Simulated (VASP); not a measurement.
Set up this calculation in VASP 6.6.1, as the native input.

```yaml
Task: relaxation of cell and atoms
Functional: PBEsol
Potentials_or_basis: VASP PAW PBE potentials, release 64 (Cd)
Cutoff: 600 eV
k_mesh: 6 × 6 × 4
Occupations: gaussian, width 0.1 eV
Spin: no spin polarisation
Further_INCAR_settings: ALGO = Fast; EDIFF = 1e-07; IBRION = 2; EDIFFG = -0.005; NSW = 90; ISIF = 3
```

The structure of Cd lies in POSCAR:

```
Cd
1.0
    2.9584748200      0.0000000000      0.0000000000
   -1.4792374100      2.5621143500      0.0000000000
    0.0000000000      0.0000000000      5.8859279300
Cd
2
Direct
    0.3333333300      0.6666666700      0.2500000000
    0.6666666700      0.3333333300      0.7500000000
```

The input as run:

INCAR

```
ALGO = Fast
EDIFF = 1E-7
EDIFFG = -0.005
ENCUT = 600
GGA = PS
IBRION = 2
ISIF = 3
ISMEAR = 0
LASPH = True
LCHARG = False
LREAL = False
LWAVE = False
NELM = 60
NSW = 90
PREC = Accurate
SIGMA = 0.1
```

KPOINTS

```
k-points
0
Gamma
  6 6 4
```

Potentials or basis: VASP PAW PBE potentials, release 64 (Cd).

The run is started by

```bash
$ cat potpaw_PBE.64/Cd/POTCAR > POTCAR
$ mpirun -np 1 vasp_std > vasp.out
```

Results of the run:

```yaml
Relaxed_volume: 22.04 Å³/atom
Relaxed_cell: a = 2.887 Å, b = 2.887 Å, c = 6.108 Å, α = 90.00°, β = 90.00°, γ = 120.00°
Space_group_after_relaxing_to_0.05_Å: P6_3/mmc (No. 194)
Energy_gained_by_relaxing: 18.7 meV/atom
Ionic_steps: 12
Pressure_after_relaxing: 0.0 GPa
Band_gap_on_the_k_mesh: none (metal or under the smearing width)
```

Caveat: the k mesh is coarse (spacing up to 0.41 Å⁻¹), so the values aren't converged; the PAW data sets were made with another functional, which shifts forces and pressure a little.

It took 80 s on 1 thread of Intel(R) Xeon(R) Platinum 8375C CPU @ 2.90GHz (Ice Lake), on a shared host, peak memory 0.17 GiB.
